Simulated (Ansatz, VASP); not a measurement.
# Two plane-wave programs on LiCl

Contents of INCAR:

```
SYSTEM = LiCl
PREC = Accurate
ENCUT = 520
EDIFF = 1E-6
ISMEAR = 0
SIGMA = 0.1
LREAL = .FALSE.
LASPH = .TRUE.
NELM = 100
ALGO = Normal
ISIF = 2
LWAVE = .FALSE.
LCHARG = .FALSE.
GGA = PS
NBANDS = 12
```

Contents of KPOINTS:

```
regular mesh
0
G
  6 6 6
  0 0 0
```

The input POSCAR:

```
LiCl
1.0
    0.0000000000      2.5542304370      2.5542304370
    2.5542304370      0.0000000000      2.5542304370
    2.5542304370      2.5542304370      0.0000000000
Li Cl
1 1
Direct
    0.0000000000      0.0000000000      0.0000000000
    0.5000000000      0.5000000000      0.5000000000
```

Input for Ansatz:

```yaml
crystal:
  lattice:
    - [0.0, 2.554230437, 2.554230437]
    - [2.554230437, 0.0, 2.554230437]
    - [2.554230437, 2.554230437, 0.0]
  atoms:
    - { symbol: Li, position: [0.0, 0.0, 0.0] }
    - { symbol: Cl, position: [0.5, 0.5, 0.5] }
basis:
  ecutwfc: 420
kpoints:
  mp_grid: { grid: [6, 6, 6] }
hamiltonian:
  xc: pbesol
scf:
  occupations: { method: gaussian, width: 0.1 }
output:
  forces: true
  stress: true
  eigenvalues: true
```

Alike in both runs: task single point; functional PBEsol; k mesh 6 × 6 × 6; occupations gaussian, width 0.1 eV; no spin polarisation.

|  | VASP | Ansatz |
| --- | --- | --- |
| version | VASP 6.6.1 | Ansatz 0.2.0 |
| potentials or method | VASP PAW PBE potentials, release 64 (Li_sv, Cl) | scalar-relativistic, plane waves, PAW |
| plane-wave cutoff (eV) | 520 | 420 |
| valence electrons in the cell | 10 | 10 |

|  | VASP | Ansatz | Ansatz less VASP |
| --- | --- | --- | --- |
| gap on the k mesh at the Fermi level (eV) | 6.21 | 6.20 | -0.010 |
| least direct gap on the mesh (eV) | 6.21 | 6.20 | -0.010 |

 A k mesh can miss the band edges. Expect the measured gap to be larger: semilocal functionals such as PBEsol lack the derivative discontinuity.
